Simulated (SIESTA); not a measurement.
**Pb: band structure with OLYP**

The system is Pb.

```
Pb
1.0
     0.00000    2.47502    2.47502
     2.47502    0.00000    2.47502
     2.47502    2.47502    0.00000
Pb
1
Cartesian
  0.0000 0.0000 0.0000
```

```
Program             : SIESTA 5.4.2
Task                : band structure
Functional          : OLYP
Potentials or basis : PseudoDojo 0.4 standard (PBE files)
Basis               : DZP (energy shift 0.002 Ry; radii capped at 9.5 bohr)
Grid cutoff         : 500 Ry
Energy shift        : 0.002 Ry
k mesh              : 9 × 9 × 9
Occupations         : fermi-dirac, width 0.05 eV
Spin                : no spin polarisation
```

- Pressure: 3.3 GPa
- Band gap on the k mesh: none (metal or under the smearing width)

Levels at the corners of the path, in eV from the Fermi level:
```csv
point,band 5,band 6,band 7,band 8,band 9,band 10
Γ,-17.23,-11.68,7.70,7.70,7.70,18.43
X,-17.07,-6.66,-3.14,2.28,2.28,5.78
W,-17.07,-6.55,-1.23,-1.23,0.40,11.24
K,-17.10,-6.74,-2.15,-1.09,3.20,7.11
Γ,-17.23,-11.68,7.70,7.70,7.70,18.43
L,-17.10,-8.05,-4.10,5.81,5.81,18.56
U,-17.10,-6.74,-2.15,-1.09,3.20,7.11
W,-17.07,-6.55,-1.23,-1.23,0.40,11.24
L,-17.10,-8.05,-4.10,5.81,5.81,18.56
K,-17.10,-6.74,-2.15,-1.09,3.20,7.11
U,-17.10,-6.74,-2.15,-1.09,3.20,7.11
X,-17.07,-6.66,-3.14,2.28,2.28,5.78
```

Run time: 28 s on 1 thread of Intel(R) Xeon(R) Platinum 8375C CPU @ 2.90GHz (Ice Lake), on a shared host, peak memory 0.24 GiB.

Caveat: semicore shells carry a single zeta, which can move pressures by several GPa and volumes by a few percent; the potentials were made for another functional, which shifts forces and pressure; spin-orbit coupling is left out, which moves the levels of the heavy elements; the basis of atomic orbitals isn't converged, which shifts pressures, moduli and gaps.
